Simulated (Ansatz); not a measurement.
**Zr3Si2: energy along a strain**

Zr3Si2, P4/mbm, a = 7.066 Å, c = 3.644 Å. The structure is a Materials Project entry; whether it is the stable form wasn't checked. Ansatz: PBEsol, PAW, 420 eV, Γ-centred 6×6×12 mesh on 10 atoms, Gaussian smearing 0.15 eV; no spin polarisation. Cell vectors (Å): 7.066 0.000 0.000; 0.000 7.066 0.000; 0.000 0.000 3.644. The cell is strained by x per cent times the pattern (1 0 0 0 0 0) in the order xx yy zz yz xz xy (engineering shears), with fractional coordinates held. y is the free energy over the start, V0 = 18.194 Å³/atom.

```
x (%) y (meV/atom)
-4.00         29.28
-3.00         16.09
-2.00          6.97
 0.00          0.00
 1.00             ?
 3.00         14.37
 4.00         24.92
```

Question: Fit y = c1 x + c2 x² + c3 x³ to the other rows, get the stiffness along the pattern, and predict the missing energy.

Answer: Least squares on the rows shown. y = 0.047689 x + 1.6934 x² − 0.037056 x³. The clamped-ion stiffness p·C·p = 2 × 16.93 eV × 160.2 / 18.194 Å³ = 298 GPa, which is C11 in these axes; c1 is there for the stress left in the start, which by itself gives a slope of 0.05 meV/atom per %. At x = 1.00 the fit asked for gives 1.70 meV/atom. The run gave 1.70 meV/atom, the same to the digits shown.